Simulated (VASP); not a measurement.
# V in VASP: single point with PBE

Aim: the single point of V with PBE.

Program: VASP 6.6.1. These are calculated values, not measurements. Logs are shortened: lines on timing, memory, paths and dates and some standing lists are left out, and cuts for length are marked.

### 1 Starting point

The cell holds a slab with vacuum, 6 atoms: a = 2.621 Å, b = 2.621 Å, c = 25.699 Å, α = 90.00°, β = 90.00°, γ = 109.47°.

The slab is cut from a database's or a generator's crystal, which needn't be the stable form of the element.

### 2 Single point, PBE, collinear spin, antiferromagnetic start

INCAR reads:

```
ALGO = Fast
DIPOL = 0.5 0.5 0.500
EDIFF = 1E-7
ENCUT = 520
GGA = PE
IDIPOL = 3
ISIF = 2
ISMEAR = -1
ISPIN = 2
LASPH = True
LCHARG = True
LDIPOL = True
LELF = True
LMAXMIX = 4
LORBIT = 11
LREAL = False
LVACPOTAV = True
LVHAR = True
LWAVE = False
MAGMOM = 2 -2 2 -2 2 -2
NBANDS = 52
NELM = 120
PREC = Accurate
SIGMA = 0.05
```

KPOINTS reads:

```
k-points
0
Gamma
  8 8 1
```

POSCAR reads:

```
V
1.0
    2.6205928719      0.0000000000      0.0000000000
   -0.8735309573      2.4707186539      0.0000000000
    0.0000000000      0.0000000000     25.6985255994
V
6
Direct
    0.5000000000      0.5000000000      0.2918455369
    0.0000000000      0.0000000000      0.3751073221
    0.5000000000      0.5000000000      0.4583691074
    0.0000000000      0.0000000000      0.5416308926
    0.5000000000      0.5000000000      0.6248926779
    0.0000000000      0.0000000000      0.7081544631
```

Potentials or basis: VASP PAW PBE potentials, release 64 (V_sv).

Launch:

```console
> cat potpaw_PBE.64/V_sv/POTCAR > POTCAR
> mpirun -np 1 vasp_std > vasp.out
```

OUTCAR:

```text
EDIFF = 1E-7
   ENCUT = 520
   GGA = PE
   ISIF = 2
   ISMEAR = -1
   ISPIN = 2
   LASPH = True
   LORBIT = 11
   LREAL = False
   NELM = 120
   PREC = Accurate

 ion  position               nearest neighbor table
   1  0.500  0.500  0.292-   2 2.62   2 2.62
   2  0.000  0.000  0.375-   1 2.62   1 2.62   3 2.62   3 2.62
   3  0.500  0.500  0.458-   4 2.62   4 2.62   2 2.62   2 2.62
   4  0.000  0.000  0.542-   3 2.62   3 2.62   5 2.62   5 2.62
   5  0.500  0.500  0.625-   6 2.62   6 2.62   4 2.62   4 2.62
   6  0.000  0.000  0.708-   5 2.62   5 2.62

  LATTYP: Found a base centered orthorhombic cell.
 ALAT       =     3.0260000000
 B/A-ratio  =     1.4142135624
 C/A-ratio  =     8.4925729012

  Lattice vectors:

 A1 = (   2.6205928719,   0.0000000000,   0.0000000000)
 A2 = (  -0.8735309573,   2.4707186539,   0.0000000000)
 A3 = (   0.0000000000,   0.0000000000,  25.6985255994)

Analysis of symmetry for initial positions (statically):
=====================================================================
 Subroutine PRICEL returns:
 Original cell was already a primitive cell.

 Routine SETGRP: Setting up the symmetry group for a
 base centered orthorhombic supercell.

 Subroutine GETGRP returns: Found  8 space group operations
 (whereof  4 operations were pure point group operations)
 out of a pool of  8 trial point group operations.

The static configuration has the point symmetry C_2v.
 The point group associated with its full space group is D_2h.

Analysis of symmetry for dynamics (positions and initial velocities):
=====================================================================
 Subroutine PRICEL returns:
 Original cell was already a primitive cell.

 Routine SETGRP: Setting up the symmetry group for a
 base centered orthorhombic supercell.

 Subroutine GETGRP returns: Found  8 space group operations
 (whereof  4 operations were pure point group operations)
 out of a pool of  8 trial point group operations.

The dynamic configuration has the point symmetry C_2v.
 The point group associated with its full space group is D_2h.

Analysis of structural, dynamic, and magnetic symmetry:
=====================================================================
 Subroutine PRICEL returns:
 Original cell was already a primitive cell.

 Routine SETGRP: Setting up the symmetry group for a
 base centered orthorhombic supercell.

 Subroutine GETGRP returns: Found  8 space group operations
 (whereof  4 operations were pure point group operations)
 out of a pool of  8 trial point group operations.

The overall configuration has the point symmetry C_2v.
 The point group associated with its full space group is D_2h.

 Subroutine INISYM returns: Found  8 space group operations
 (whereof  4 operations are pure point group operations),
 and found     1 'primitive' translations

----------------------------------------------------------------------------------------

                                     Primitive cell

  volume of cell :     166.3915

  direct lattice vectors                    reciprocal lattice vectors
     2.620592872  0.000000000  0.000000000     0.381593040  0.134913513  0.000000000
    -0.873530957  2.470718654  0.000000000     0.000000000  0.404740539  0.000000000
     0.000000000  0.000000000 25.698525599     0.000000000  0.000000000  0.038912738

  length of vectors
     2.620592872  2.620592872 25.698525599     0.404740539  0.404740539  0.038912738

  position of ions in fractional coordinates (direct lattice)
     0.500000000  0.500000000  0.291845537
     0.000000000  0.000000000  0.375107322
     0.500000000  0.500000000  0.458369107
     0.000000000  0.000000000  0.541630893
     0.500000000  0.500000000  0.624892678
     0.000000000  0.000000000  0.708154463

  ion indices of the primitive-cell ions
   primitive index   ion index
                 1           1
                 2           2
                 3           3
                 4           4
                 5           5
                 6           6

----------------------------------------------------------------------------------------

[... 50 lines left out ...]
   dimension x,y,z NGX =    20 NGY =   20 NGZ =  192
   dimension x,y,z NGXF=    40 NGYF=   40 NGZF=  384
   ions per type =               6
   NGX,Y,Z   is equivalent  to a cutoff of  12.69, 12.69, 12.42 a.u.
   NGXF,Y,Z  is equivalent  to a cutoff of  25.38, 25.38, 24.84 a.u.
 SYSTEM =  unknown system
   PREC   = accura    normal or accurate (medium, high low for compatibility)
   ISTART =      0    job   : 0-new  1-cont  2-samecut
   ICHARG =      2    charge: 1-file 2-atom 10-const
   ISPIN  =      2    spin polarized calculation?
   LNONCOLLINEAR =      F non collinear calculations
   LSORBIT =      F    spin-orbit coupling
   LASPH  =      T    aspherical Exc in radial PAW
   ENCUT  =  520.0 eV  38.22 Ry    6.18 a.u.   4.87  4.87 47.78*2*pi/ulx,y,z
   NELM   =    120;   NELMIN=  2; NELMDL= -5     # of ELM steps
   EDIFF  = 0.1E-06   stopping-criterion for ELM
   LREAL  =      F    real-space projection
   EDIFFG = 0.1E-05   stopping-criterion for IOM
   NSW    =      0    number of steps for IOM
   IBRION =     -1    ionic relax: 0-MD 1-quasi-New 2-CG
   NFREE  =      0    steps in history (QN), initial steepest desc. (CG)
   ISIF   =      2    stress and relaxation
   ISYM   =      2    0-nonsym 1-usesym 2-fastsym
   POTIM  = 0.5000    time-step for ionic-motion
   TEBEG  =    0.0;   TEEND  =   0.0 temperature during run
   PSTRESS=    0.0 pullay stress
   NELECT =      78.0000    total number of electrons
   NUPDOWN=      -1.0000    fix difference up-down
   EMIN   =  10.00;   EMAX   =-10.00  energy-range for DOS
   EFERMI =   0.00;   METHOD = LEGACY
   ISMEAR =    -1;   SIGMA  =   0.05  broadening in eV -4-tet -1-fermi 0-gaus
   EFERMI_NEDOS =   21; number of points for ismear=-14 and -15
   IALGO  =     68    algorithm
   IMIX   =      4    mixing-type and parameters
     AMIX     =   0.40;   BMIX     =  1.00
     AMIX_MAG =   1.60;   BMIX_MAG =  1.00
  volume/ion in A,a.u.               =      27.73       187.14
  Fermi-wavevector in a.u.,A,eV,Ry     =   1.271733  2.403227 22.004775  1.617305
  Thomas-Fermi vector in A             =   2.404650
   LORBIT       =     11    0 simple, 1 ext, 2 COOP (PROOUT), +10 PAW based schemes
   GGA     = PE    functional components
   LHFCALC =     F    Hartree Fock is set to
   AEXX    =    0.0000 exact exchange contribution
   IVDW    =     0    specifies the selected vdW correction
   LEPSILON=     F    determine dielectric tensor
   LRPA    =     F    only Hartree local field effects (RPA)
 spin polarized calculation
 RMM-DIIS sequential band-by-band and
  energy-cutoff  :      520.00
  volume of cell :      166.39
 maximum number of plane-waves:      4534
   NGX =  9   NGY =  9   NGZ = 95

 number of electron      77.9999994 magnetization       0.0000000

 dipolmoment           0.000000      0.000000      0.000000 electrons x Angstroem

 number of electron      77.9999994 magnetization      -0.0000000

 dipolmoment           0.000000      0.000000     -0.000000 electrons x Angstroem

 Free energy of the ion-electron system (eV)
  ---------------------------------------------------
  ext. energy  EPLUGINS =         0.00000000
  ---------------------------------------------------
  free energy    TOTEN  =       -51.93233184 eV

  energy without entropy =      -51.83258645  energy(sigma->0) =      -51.88245915

 E-fermi :   2.4700     XC(G=0):  -7.2140

 val. band max:        2.4621317900   @ k =   0.3750   0.0000   0.0000
 cond. band min:       2.4779789763   @ k =   0.5000   0.3750   0.0000
 fundamental gap:      0.0158471864
 Fermi energy:         2.4700118278

 spin component 1

 k-point     1 :       0.0000    0.0000    0.0000
  band No.  band energies     occupation
      1     -61.4356      1.00000
      2     -61.4354      1.00000
      3     -61.2842      1.00000
      4     -61.2664      1.00000
      5     -61.1959      1.00000
      6     -61.1255      1.00000
[... 1123 lines left out ...]
     50       6.0187      0.00000
     51       6.2188      0.00000
 Fermi energy:         2.4700118278

 spin component 2

 k-point     1 :       0.0000    0.0000    0.0000
  band No.  band energies     occupation
      1     -61.4356      1.00000
      2     -61.4354      1.00000
      3     -61.2842      1.00000
      4     -61.2664      1.00000
      5     -61.1959      1.00000
      6     -61.1255      1.00000
[... 1123 lines left out ...]
     50       6.0179      0.00000
     51       6.1996      0.00000
 [bands above 51 left out]

------------------------ aborting loop because EDIFF is reached ----------------------------------------

  FORCE on cell =-STRESS in cart. coord.  units (eV):
  Direction    XX          YY          ZZ          XY          YZ          ZX
  --------------------------------------------------------------------------------------
  -------------------------------------------------------------------------------------
  Total       -5.5533161     -5.2270320     -4.3879582      0.4614355      0.0000000      0.0000000
  in kB      -53.4726761    -50.3308982    -42.2514878      4.4431450      0.0000000      0.0000000
  external PRESSURE =     -48.6850207 kB  Pullay stress =       0.0000000 kB

 VOLUME and BASIS-vectors are now :
 -----------------------------------------------------------------------------
  energy-cutoff  :      520.00
  volume of cell :      166.39
      direct lattice vectors                 reciprocal lattice vectors
     2.620592872  0.000000000  0.000000000     0.381593040  0.134913513  0.000000000
    -0.873530957  2.470718654  0.000000000     0.000000000  0.404740539  0.000000000
     0.000000000  0.000000000 25.698525599     0.000000000  0.000000000  0.038912738

 POSITION                                       TOTAL-FORCE (eV/Angst)
 -----------------------------------------------------------------------------------
      0.87353      1.23536      7.50000        -0.000000      0.000000      0.594048
      0.00000      0.00000      9.63971         0.000000      0.000000     -0.305129
      0.87353      1.23536     11.77941         0.000000      0.000000     -0.015404
      0.00000      0.00000     13.91912         0.000000      0.000000      0.015404
      0.87353      1.23536     16.05882        -0.000000      0.000000      0.305129
      0.00000      0.00000     18.19853        -0.000000      0.000000     -0.594048
 -----------------------------------------------------------------------------------
    total drift:                               -0.000000      0.000000      0.000000

  FREE ENERGIE OF THE ION-ELECTRON SYSTEM (eV)
  ---------------------------------------------------
  free  energy   TOTEN  =       -51.9323318401 eV

  energy  without entropy=      -51.8325864508  energy(sigma->0) =      -51.88245915

 vacuum level on the upper side and lower side of the slab         7.246         7.246

 total charge

# of ion       s       p       d       tot
------------------------------------------
    1        2.325   6.127   3.069  11.520
    2        2.332   6.214   3.049  11.594
    3        2.333   6.215   3.053  11.601
    4        2.333   6.215   3.053  11.601
    5        2.332   6.214   3.049  11.594
    6        2.325   6.127   3.069  11.520
--------------------------------------------------
tot         13.978  37.110  18.342  69.430

 magnetization (x)

# of ion       s       p       d       tot
------------------------------------------
    1        0.000   0.000   0.000   0.000
    2       -0.000  -0.000  -0.000  -0.000
    3        0.000   0.000   0.000   0.000
    4       -0.000  -0.000  -0.000  -0.000
    5        0.000   0.000   0.000   0.000
    6       -0.000  -0.000  -0.000  -0.000
--------------------------------------------------
tot          0.000   0.000   0.000   0.000
```

Wall time 15 min (1 thread of Intel Xeon Platinum 8488C (Sapphire Rapids), shared host); peak memory 0.47 GiB.

Results:

- Free energy: -51.9323 eV
- Largest force: 0.594 eV/Å
- Band gap on the k mesh: none (metal or under the smearing width)
- Net moment: 0.00 μB per cell
- Valence electrons inside the program's atomic spheres: V 11.52, 11.59, 11.60
- Work function of the upper face: 4.78 eV
- Work function of the lower face: 4.78 eV

Forces on the atoms (eV/Å):
```
V    0.000  0.000  0.594
V    0.000  0.000 -0.305
V    0.000  0.000 -0.015
V    0.000  0.000  0.015
V    0.000  0.000  0.305
V    0.000  0.000 -0.594
```

Levels at points of the mesh, in eV from the Fermi level:
Spin up:
```csv
k point,band 36,band 37,band 38,band 39,band 40,band 41,band 42,band 43
"(0.00, 0.00, 0.00)",-0.29,0.02,0.11,0.19,0.30,0.36,0.53,0.59
"(0.50, 0.00, 0.00)",-1.03,-0.28,-0.28,0.45,0.45,1.37,1.37,2.03
"(0.50, 0.50, 0.00)",-0.48,0.10,0.29,1.26,1.41,1.47,1.66,1.73
```
Spin down:
| k point | band 36 | band 37 | band 38 | band 39 | band 40 | band 41 | band 42 | band 43 |
| --- | --- | --- | --- | --- | --- | --- | --- | --- |
| (0.00, 0.00, 0.00) | -0.29 | 0.02 | 0.11 | 0.19 | 0.30 | 0.36 | 0.53 | 0.59 |
| (0.50, 0.00, 0.00) | -1.03 | -0.28 | -0.28 | 0.45 | 0.45 | 1.37 | 1.37 | 2.03 |
| (0.50, 0.50, 0.00) | -0.48 | 0.10 | 0.29 | 1.26 | 1.41 | 1.47 | 1.66 | 1.73 |
